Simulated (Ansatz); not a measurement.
The system is MnS.

```
CELL_PARAMETERS angstrom
0.00000 2.60450 2.60450
2.60450 0.00000 2.60450
2.60450 2.60450 0.00000
ATOMIC_POSITIONS crystal
Mn 0.00000 0.00000 0.00000
S 0.50000 0.50000 0.50000
```

Program: Ansatz 0.2.0. Alike in all runs: cell as given; k mesh 9 × 9 × 9.

Question: Order these runs on this cell by their pressure, lowest first.
A. level BLYP+D3(BJ); potentials or basis JTH PAW; spin collinear, ferromagnetic start; cutoff (eV) 1290; smearing tetrahedron; other keys scf.eigensolver.kind = davidson; basis.ecutrho_ratio = 12; …
B. level revPBE+D3(BJ)+U; potentials or basis SPMS NC; spin collinear, ferromagnetic start; U Mn d U = 3.5 eV; cutoff (eV) 1007; smearing gaussian 0.05 eV; hubbard projectors ortho-atomic; double counting fll (the default)
C. level PBE+D3(BJ)+ATM+U; potentials or basis PseudoDojo standard; spin non-collinear, ferromagnetic start; U Mn d U = 7 eV; cutoff (eV) 1306; smearing fermi-dirac 0.05 eV; hubbard projectors ortho-atomic; double counting fll; other keys scf.mixing.preconditioner = resta

Answer: A (-6.3 GPa), B (-0.7 GPa), C (4.6 GPa).

Caveats: a cell with one magnetic atom can't hold antiferromagnetic order, which such compounds often take; the potentials were made for another functional, which shifts forces and pressure (some runs); the magnetic or orbital state may not be the lowest (some runs); pairwise dispersion overbinds metals, which lowers pressure and volume (some runs); with tetrahedron occupations forces and stress needn't match the slope of the energy (some runs).
